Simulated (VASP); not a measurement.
# PbSe (Clausthalite) (Fm-3m) in VASP: settings compared

Aim: see how the results for PbSe (Clausthalite) move with the level of theory and the settings. Levels: PBEsol, PBE. Tasks: equation of state.

Program: VASP 6.6.1. These are calculated values, not measurements. Logs are shortened: lines on timing, memory, paths and dates and some standing lists are left out, and cuts for length are marked.

### 1 Starting point

The structure is cubic, space group Fm-3m (No. 225). Conventional cell: a = 6.121 Å, b = 6.121 Å, c = 6.121 Å, α = 90.00°, β = 90.00°, γ = 90.00°. Pb (site symmetry m-3m) has 6 Se at 3.06 Å as nearest neighbours. Se (site symmetry m-3m) is surrounded by 6 Pb at 3.06 Å.

### 2 Equation of state, PBEsol, 26.95 Å³/atom (volume scaled by 0.94)

Input file INCAR:

```
PREC     = Accurate       # precision mode
ENCUT    = 520            # plane-wave cutoff, eV
EDIFF    = 1E-7           # SCF threshold, eV
ISMEAR   = -1             # smearing method
SIGMA    = 0.05           # smearing width, eV
LREAL    = F              # projectors in reciprocal space
LASPH    = T              # aspherical terms in the spheres
NELM     = 80             # most SCF steps
ALGO     = Normal         # electronic algorithm
ISIF     = 2              # what is computed and relaxed
LWAVE    = F              # write WAVECAR
LCHARG   = F              # write CHGCAR
GGA      = PS             # functional
NBANDS   = 17             # bands
```

Input file KPOINTS:

```
regular mesh
0
Gamma
  8 8 8
```

Input file POSCAR:

```
PbSe
1.0
    0.0000000000      2.9981702236      2.9981702236
    2.9981702236      0.0000000000      2.9981702236
    2.9981702236      2.9981702236      0.0000000000
Pb Se
1 1
Direct
    0.0000000000      0.0000000000      0.0000000000
    0.5000000000      0.5000000000      0.5000000000
```

Potentials or basis: VASP PAW PBE potentials, release 64 (Pb_d, Se).

On the command line:

```
$ cat potpaw_PBE.64/Pb_d/POTCAR potpaw_PBE.64/Se/POTCAR > POTCAR
$ mpirun -np 1 vasp_std > vasp.out
```

OUTCAR:

```text
PREC = Accurate
   ENCUT = 520
   EDIFF = 1E-7
   ISMEAR = -1
   LREAL = F
   LASPH = T
   NELM = 80
   ISIF = 2
   GGA = PS

 Found     29 irreducible k-points:

 Following reciprocal coordinates:
            Coordinates               Weight
  0.000000  0.000000  0.000000      1.000000
  0.125000  0.000000  0.000000      8.000000
  0.250000  0.000000  0.000000      8.000000
  0.375000  0.000000  0.000000      8.000000
  0.500000  0.000000  0.000000      4.000000
  0.125000  0.125000  0.000000      6.000000
   k-points           NKPTS =     29   k-points in BZ     NKDIM =     29   number of bands    NBANDS=     17
   number of dos      NEDOS =    301   number of ions     NIONS =      2
   total plane-waves  NPLWV =  32768
   dimension x,y,z NGX =    32 NGY =   32 NGZ =   32
   dimension x,y,z NGXF=    64 NGYF=   64 NGZF=   64
   ions per type =               1   1
   NGX,Y,Z   is equivalent  to a cutoff of  12.55, 12.55, 12.55 a.u.
   NGXF,Y,Z  is equivalent  to a cutoff of  25.09, 25.09, 25.09 a.u.
 SYSTEM =  unknown system
   PREC   = accura    normal or accurate (medium, high low for compatibility)
   ISTART =      0    job   : 0-new  1-cont  2-samecut
   ICHARG =      2    charge: 1-file 2-atom 10-const
   ISPIN  =      1    spin polarized calculation?
   LNONCOLLINEAR =      F non collinear calculations
   LSORBIT =      F    spin-orbit coupling
   LASPH  =      T    aspherical Exc in radial PAW
   ENCUT  =  520.0 eV  38.22 Ry    6.18 a.u.   7.88  7.88  7.88*2*pi/ulx,y,z
   NELM   =     80;   NELMIN=  2; NELMDL= -5     # of ELM steps
   EDIFF  = 0.1E-06   stopping-criterion for ELM
   LREAL  =      F    real-space projection
   EDIFFG = 0.1E-05   stopping-criterion for IOM
   NSW    =      0    number of steps for IOM
   IBRION =     -1    ionic relax: 0-MD 1-quasi-New 2-CG
   NFREE  =      0    steps in history (QN), initial steepest desc. (CG)
   ISIF   =      2    stress and relaxation
   ISYM   =      2    0-nonsym 1-usesym 2-fastsym
   POTIM  = 0.5000    time-step for ionic-motion
   TEBEG  =    0.0;   TEEND  =   0.0 temperature during run
   PSTRESS=    0.0 pullay stress
   NELECT =      20.0000    total number of electrons
   NUPDOWN=      -1.0000    fix difference up-down
   EMIN   =  10.00;   EMAX   =-10.00  energy-range for DOS
   EFERMI =   0.00;   METHOD = LEGACY
   ISMEAR =    -1;   SIGMA  =   0.05  broadening in eV -4-tet -1-fermi 0-gaus
   EFERMI_NEDOS =   21; number of points for ismear=-14 and -15
   IALGO  =     38    algorithm
   IMIX   =      4    mixing-type and parameters
     AMIX     =   0.40;   BMIX     =  1.00
     AMIX_MAG =   1.60;   BMIX_MAG =  1.00
  volume/ion in A,a.u.               =      26.95       181.87
  Fermi-wavevector in a.u.,A,eV,Ry     =   1.176391  2.223058 18.829061  1.383897
  Thomas-Fermi vector in A             =   2.312756
   LORBIT       =      0    0 simple, 1 ext, 2 COOP (PROOUT), +10 PAW based schemes
   GGA     = PS    functional components
   LHFCALC =     F    Hartree Fock is set to
   AEXX    =    0.0000 exact exchange contribution
   IVDW    =     0    specifies the selected vdW correction
   LEPSILON=     F    determine dielectric tensor
   LRPA    =     F    only Hartree local field effects (RPA)
 non-spin polarized calculation
  energy-cutoff  :      520.00
  volume of cell :       53.90
 maximum number of plane-waves:      1475
   NGX = 15   NGY = 15   NGZ = 15

 number of electron      20.0000001 magnetization

 Free energy of the ion-electron system (eV)
  ---------------------------------------------------
  ext. energy  EPLUGINS =         0.00000000
  ---------------------------------------------------
  free energy    TOTEN  =        -8.89030840 eV

  energy without entropy =       -8.88923294  energy(sigma->0) =       -8.88977067

 E-fermi :   5.7512     XC(G=0): -10.0075

 val. band max:        5.7402220852   @ k =   0.5000   0.0000   0.0000
 cond. band min:       5.7621338991   @ k =   0.5000   0.0000   0.0000
 fundamental gap:      0.0219118140
 Fermi energy:         5.7511962365

 k-point     1 :       0.0000    0.0000    0.0000
  band No.  band energies     occupation
      1     -11.1664      2.00000
      2     -11.1664      2.00000
      3     -11.1643      2.00000
      4     -11.1643      2.00000
      5     -11.1643      2.00000
      6      -8.4589      2.00000
      7      -0.5294      2.00000
      8       3.5368      2.00000
      9       3.5368      2.00000
     10       3.5368      2.00000
     11      10.5113      0.00000
     12      10.5113      0.00000
     13      10.5113      0.00000
     14      12.0096      0.00000
     15      12.0096      0.00000
     16      12.0096      0.00000
     17      13.4978      0.00000

 k-point     2 :       0.1250    0.0000    0.0000
  band No.  band energies     occupation
      1     -11.1710      2.00000
      2     -11.1710      2.00000
      3     -11.1637      2.00000
      4     -11.1583      2.00000
      5     -11.1583      2.00000
      6      -8.3261      2.00000
      7      -1.0216      2.00000
      8       3.5828      2.00000
      9       3.5828      2.00000
     10       3.8910      2.00000
     11       9.3335      0.00000
     12       9.7466      0.00000
     13       9.7466      0.00000
     14      11.8097      0.00000
     15      12.3796      0.00000
     16      12.3796      0.00000
     17      14.8317      0.00000

 k-point     3 :       0.2500    0.0000    0.0000
  band No.  band energies     occupation
      1     -11.1828      2.00000
      2     -11.1828      2.00000
      3     -11.1628      2.00000
      4     -11.1431      2.00000
      5     -11.1431      2.00000
      6      -7.9578      2.00000
      7      -2.0618      2.00000
      8       3.7175      2.00000
      9       3.7175      2.00000
     10       4.5465      2.00000
     11       7.7711      0.00000
     12       8.5230      0.00000
     13       8.5230      0.00000
     14      12.0156      0.00000
     15      13.2793      0.00000
     16      13.2793      0.00000
     17      17.0090      0.00000

 k-point     4 :       0.3750    0.0000    0.0000
  band No.  band energies     occupation
      1     -11.1945      2.00000
      2     -11.1945      2.00000
      3     -11.1624      2.00000
      4     -11.1278      2.00000
      5     -11.1278      2.00000
      6      -7.4814      2.00000
      7      -3.0655      2.00000
      8       3.9009      2.00000
      9       3.9009      2.00000
     10       5.1427      1.99999
     11       6.5779      0.00000
     12       7.5740      0.00000
     13       7.5740      0.00000
     14      13.0426      0.00000
     15      14.6206      0.00000
     16      14.6206      0.00000
     17      17.3466      0.00000

 k-point     5 :       0.5000    0.0000    0.0000
  band No.  band energies     occupation
      1     -11.1994      2.00000
      2     -11.1994      2.00000
      3     -11.1623      2.00000
      4     -11.1215      2.00000
      5     -11.1215      2.00000
      6      -7.2264      2.00000
      7      -3.5132      2.00000
      8       3.9995      2.00000
      9       3.9995      2.00000
     10       5.7402      1.10930
     11       5.7621      0.89106
     12       7.2067      0.00000
     13       7.2067      0.00000
     14      14.1862      0.00000
     15      15.7807      0.00000
     16      15.7807      0.00000
     17      15.9407      0.00000

 k-point     6 :       0.1250    0.1250    0.0000
  band No.  band energies     occupation
      1     -11.1808      2.00000
      2     -11.1679      2.00000
      3     -11.1628      2.00000
      4     -11.1562      2.00000
      5     -11.1562      2.00000
      6      -8.2786      2.00000
      7      -1.0809      2.00000
      8       3.2905      2.00000
      9       3.2905      2.00000
     10       4.4522      2.00000
     11       8.2827      0.00000
     12      10.3047      0.00000
     13      10.3047      0.00000
     14      10.9766      0.00000
     15      13.1160      0.00000
     16      13.1160      0.00000
     17      14.6319      0.00000

 [... further k-points ...]

------------------------ aborting loop because EDIFF is reached ----------------------------------------

  FORCE on cell =-STRESS in cart. coord.  units (eV):
  Direction    XX          YY          ZZ          XY          YZ          ZX
  --------------------------------------------------------------------------------------
  -------------------------------------------------------------------------------------
  Total        1.0389068      1.0389068      1.0389068      0.0000000      0.0000000     -0.0000000
  in kB       30.8807824     30.8807824     30.8807824      0.0000000      0.0000000     -0.0000000
  external PRESSURE =      30.8807824 kB  Pullay stress =       0.0000000 kB

 VOLUME and BASIS-vectors are now :
 -----------------------------------------------------------------------------
  energy-cutoff  :      520.00
  volume of cell :       53.90
      direct lattice vectors                 reciprocal lattice vectors
     0.000000000  2.998170224  2.998170224    -0.166768383  0.166768383  0.166768383
     2.998170224  0.000000000  2.998170224     0.166768383 -0.166768383  0.166768383
     2.998170224  2.998170224  0.000000000     0.166768383  0.166768383 -0.166768383

 POSITION                                       TOTAL-FORCE (eV/Angst)
 -----------------------------------------------------------------------------------
      0.00000      0.00000      0.00000        -0.000000      0.000000      0.000000
      2.99817      2.99817      2.99817         0.000000     -0.000000     -0.000000
 -----------------------------------------------------------------------------------
    total drift:                                0.000000     -0.000000     -0.000000

  FREE ENERGIE OF THE ION-ELECTRON SYSTEM (eV)
  ---------------------------------------------------
  free  energy   TOTEN  =        -8.8903084047 eV

  energy  without entropy=       -8.8892329431  energy(sigma->0) =       -8.88977067
```

Wall time 12 s (1 thread of Intel Xeon Platinum 8488C (Sapphire Rapids), shared host); peak memory 0.18 GiB.

Results:

* Free energy: -8.8903 eV
* Pressure: 3.1 GPa
* Band gap on the k mesh: 0.02 eV, direct

Caveat: the PAW data sets were made with another functional, which shifts forces and pressure a little; spin-orbit coupling is left out, which as a rule narrows the gap of such compounds by several tenths of an eV.

### 3 Equation of state, PBEsol, 27.52 Å³/atom (volume scaled by 0.96)

INCAR is that of step 2.

KPOINTS is that of step 2.

Input file POSCAR:

```
PbSe
1.0
    0.0000000000      3.0192847941      3.0192847941
    3.0192847941      0.0000000000      3.0192847941
    3.0192847941      3.0192847941      0.0000000000
Pb Se
1 1
Direct
    0.0000000000      0.0000000000      0.0000000000
    0.5000000000      0.5000000000      0.5000000000
```

Potentials or basis: VASP PAW PBE potentials, release 64 (Pb_d, Se).

On the command line:

```
$ cat potpaw_PBE.64/Pb_d/POTCAR potpaw_PBE.64/Se/POTCAR > POTCAR
$ mpirun -np 1 vasp_std > vasp.out
```

Wall time 12 s (1 thread of Intel Xeon Platinum 8488C (Sapphire Rapids), shared host); peak memory 0.18 GiB.

The run converged. Its results:

```
Free energy            : -8.9080 eV
Pressure               : 1.8 GPa
Band gap on the k mesh : 0.06 eV, direct
```

Caveat: the PAW data sets were made with another functional, which shifts forces and pressure a little; spin-orbit coupling is left out, which as a rule narrows the gap of such compounds by several tenths of an eV.

### 4 Equation of state, PBEsol, 28.10 Å³/atom (volume scaled by 0.98)

INCAR is that of step 3.

KPOINTS is that of step 3.

Input file POSCAR:

```
PbSe
1.0
    0.0000000000      3.0401081059      3.0401081059
    3.0401081059      0.0000000000      3.0401081059
    3.0401081059      3.0401081059      0.0000000000
Pb Se
1 1
Direct
    0.0000000000      0.0000000000      0.0000000000
    0.5000000000      0.5000000000      0.5000000000
```

On the command line:

```
$ cat potpaw_PBE.64/Pb_d/POTCAR potpaw_PBE.64/Se/POTCAR > POTCAR
$ mpirun -np 1 vasp_std > vasp.out
```

It took 12 s on 1 thread of Intel Xeon Platinum 8488C (Sapphire Rapids), shared host; peak memory 0.18 GiB.

It converged, with:

```
Free energy            : -8.9166 eV
Pressure               : 0.6 GPa
Band gap on the k mesh : 0.13 eV, direct
```

Caveat: the PAW data sets were made with another functional, which shifts forces and pressure a little; spin-orbit coupling is left out, which as a rule narrows the gap of such compounds by several tenths of an eV.

### 5 Equation of state, PBEsol, 29.24 Å³/atom (volume scaled by 1.02)

INCAR is that of step 4.

KPOINTS is that of step 4.

Input file POSCAR:

```
PbSe
1.0
    0.0000000000      3.0809197960      3.0809197960
    3.0809197960      0.0000000000      3.0809197960
    3.0809197960      3.0809197960      0.0000000000
Pb Se
1 1
Direct
    0.0000000000      0.0000000000      0.0000000000
    0.5000000000      0.5000000000      0.5000000000
```

On the command line:

```
$ cat potpaw_PBE.64/Pb_d/POTCAR potpaw_PBE.64/Se/POTCAR > POTCAR
$ mpirun -np 1 vasp_std > vasp.out
```

It took 12 s on 1 thread of Intel Xeon Platinum 8488C (Sapphire Rapids), shared host; peak memory 0.19 GiB.

The run converged. Its results:

| Item | Value |
| --- | --- |
| Free energy | -8.9103 eV |
| Pressure | -1.5 GPa |
| Band gap on the k mesh | 0.27 eV, direct |

Caveat: the PAW data sets were made with another functional, which shifts forces and pressure a little; spin-orbit coupling is left out, which as a rule narrows the gap of such compounds by several tenths of an eV.

### 6 Equation of state, PBEsol, 29.82 Å³/atom (volume scaled by 1.04)

INCAR is that of step 5.

KPOINTS is that of step 5.

Input file POSCAR:

```
PbSe
1.0
    0.0000000000      3.1009263293      3.1009263293
    3.1009263293      0.0000000000      3.1009263293
    3.1009263293      3.1009263293      0.0000000000
Pb Se
1 1
Direct
    0.0000000000      0.0000000000      0.0000000000
    0.5000000000      0.5000000000      0.5000000000
```

Potentials or basis: VASP PAW PBE potentials, release 64 (Pb_d, Se).

On the command line:

```
$ cat potpaw_PBE.64/Pb_d/POTCAR potpaw_PBE.64/Se/POTCAR > POTCAR
$ mpirun -np 1 vasp_std > vasp.out
```

Run time: 17 s. Hardware: 1 thread of Intel Xeon Platinum 8488C (Sapphire Rapids), shared host; peak memory 0.21 GiB.

It converged, with:

| Item | Value |
| --- | --- |
| Free energy | -8.8969 eV |
| Pressure | -2.3 GPa |
| Band gap on the k mesh | 0.33 eV, direct |

Caveat: the PAW data sets were made with another functional, which shifts forces and pressure a little; spin-orbit coupling is left out, which as a rule narrows the gap of such compounds by several tenths of an eV.

### 7 Equation of state, PBEsol, 30.39 Å³/atom (volume scaled by 1.06)

INCAR is that of step 6.

KPOINTS is that of step 6.

Input file POSCAR:

```
PbSe
1.0
    0.0000000000      3.1206779849      3.1206779849
    3.1206779849      0.0000000000      3.1206779849
    3.1206779849      3.1206779849      0.0000000000
Pb Se
1 1
Direct
    0.0000000000      0.0000000000      0.0000000000
    0.5000000000      0.5000000000      0.5000000000
```

On the command line:

```
$ cat potpaw_PBE.64/Pb_d/POTCAR potpaw_PBE.64/Se/POTCAR > POTCAR
$ mpirun -np 1 vasp_std > vasp.out
```

Wall time 17 s (1 thread of Intel Xeon Platinum 8488C (Sapphire Rapids), shared host); peak memory 0.21 GiB.

Results (log left out):

```
Free energy            : -8.8776 eV
Pressure               : -3.1 GPa
Band gap on the k mesh : 0.38 eV, direct
```

Caveat: the PAW data sets were made with another functional, which shifts forces and pressure a little; spin-orbit coupling is left out, which as a rule narrows the gap of such compounds by several tenths of an eV.

### 8 Equation of state, PBEsol

This step only gathers the single runs of the series.

Results:

```yaml
Equilibrium_volume: 28.42 Å³/atom
Bulk_modulus: 53 GPa
Pressure_derivative_of_the_bulk_modulus: 4.2
```

Energy against volume, from the lowest point:
```
volume (Å³/atom)  energy (meV/atom)
          26.951              13.42
          27.524               4.59
          28.097               0.26
          28.671               0.00
          29.244               3.40
          29.818              10.10
          30.391              19.77
```

Caveat: the PAW data sets were made with another functional, which shifts forces and pressure a little. Spin-orbit coupling is left out, which matters for the levels of Pb.

### 9 Equation of state, PBE, 26.95 Å³/atom (volume scaled by 0.94)

Input file INCAR:

```
PREC = Accurate
ENCUT = 520
EDIFF = 1E-7
ISMEAR = -1
SIGMA = 0.05
LREAL = False
LASPH = True
NELM = 60
ALGO = Normal
ISIF = 2
LWAVE = False
LCHARG = False
GGA = PE
NBANDS = 17
```

Input file KPOINTS:

```
Automatic mesh
0
Gamma
  8 8 8
```

Input file POSCAR:

```
PbSe
1.0
    0.0000000000      2.9981702236      2.9981702236
    2.9981702236      0.0000000000      2.9981702236
    2.9981702236      2.9981702236      0.0000000000
Pb Se
1 1
Direct
    0.0000000000      0.0000000000      0.0000000000
    0.5000000000      0.5000000000      0.5000000000
```

Potentials or basis: VASP PAW PBE potentials, release 64 (Pb_d, Se).

On the command line:

```
$ cat potpaw_PBE.64/Pb_d/POTCAR potpaw_PBE.64/Se/POTCAR > POTCAR
$ mpirun -np 1 vasp_std > vasp.out
```

It took 34 s on 1 thread of AMD EPYC 7R43 (Zen 3), shared host; peak memory 0.15 GiB.

Results (log left out):

```yaml
Free_energy: -8.0851 eV
Pressure: 6.4 GPa
Band_gap_on_the_k_mesh: 0.07 eV, direct
```

Caveat: spin-orbit coupling is left out, which as a rule narrows the gap of such compounds by several tenths of an eV.

### 10 Equation of state, PBE, 27.52 Å³/atom (volume scaled by 0.96)

Input file INCAR:

```
SYSTEM = PbSe
ALGO = Normal
EDIFF = 1E-7
ENCUT = 520
GGA = PE
ISIF = 2
ISMEAR = -1
LASPH = .True.
LCHARG = .False.
LREAL = .False.
LWAVE = .False.
NBANDS = 17
NELM = 60
PREC = Accurate
SIGMA = 0.05
```

Input file KPOINTS:

```
k-points
0
Gamma
  8 8 8
  0 0 0
```

Input file POSCAR:

```
PbSe
1.0
    0.0000000000      3.0192847941      3.0192847941
    3.0192847941      0.0000000000      3.0192847941
    3.0192847941      3.0192847941      0.0000000000
Pb Se
1 1
Direct
    0.0000000000      0.0000000000      0.0000000000
    0.5000000000      0.5000000000      0.5000000000
```

On the command line:

```
$ cat potpaw_PBE.64/Pb_d/POTCAR potpaw_PBE.64/Se/POTCAR > POTCAR
$ mpirun -np 1 vasp_std > vasp.out
```

It took 35 s on 1 thread of AMD EPYC 7R43 (Zen 3), shared host; peak memory 0.15 GiB.

It converged, with:

```yaml
Free_energy: -8.1259 eV
Pressure: 4.9 GPa
Band_gap_on_the_k_mesh: 0.15 eV, direct
```

Caveat: spin-orbit coupling is left out, which as a rule narrows the gap of such compounds by several tenths of an eV.

[end of part 1 of 2]
